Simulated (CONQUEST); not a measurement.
Here is a CONQUEST 1.3 calculation.

The input Conquest_input:

```
IO.Title PtSe2
IO.Coordinates coords.dat
IO.FractionalAtomicCoords T
IO.Iprint 2
IO.Iprint_init 1
General.NumberOfSpecies 2
General.PseudopotentialType hamann
AtomMove.TypeOfRun static
AtomMove.FullStress T
Grid.GridCutoff 60
DM.SolutionMethod diagon
Diag.MPMesh T
Diag.GammaCentred T
Diag.MPMeshX 7
Diag.MPMeshY 5
Diag.MPMeshZ 4
Diag.kT 0.00183747
minE.SCTolerance 1e-6
SC.MaxIters 100
IO.AtomChargeOutput T
%block ChemicalSpeciesLabel
1 195.080 Pt
2 78.960 Se
%endblock
```

coords.dat

```
    7.0373400881     0.0000000000     0.0000000000
    0.0000000000     9.5657936429     0.0000000000
    0.0000000000     0.0000000000    12.1890305820
6
  0.0169625000   0.0066020000   0.0056665000 1 T T T
  0.5169625000   0.0066020000   0.5056665000 1 T T T
  0.0061725000   0.7400010000   0.3251725000 2 T T T
  0.5061725000   0.7400010000   0.8251725000 2 T T T
  0.4889360000   0.2463110000   0.1661910000 2 T T T
  0.9889360000   0.2463110000   0.6661910000 2 T T T
```

Potentials or basis: PseudoDojo NC PBE, DZP, grid cutoff 60 Ha.

Launch:

```bash
$ Conquest
```

Task: Estimate the Mulliken charges.

Result: Pt -0.02; Se +0.03, -0.01 e.

Task: Estimate the band gap on the k mesh.

Result: None (metal or under the smearing width).

Caveat: the basis of atomic orbitals isn't converged, which shifts pressures, moduli and gaps. Spin-orbit coupling is left out, which matters for the levels of Pt.
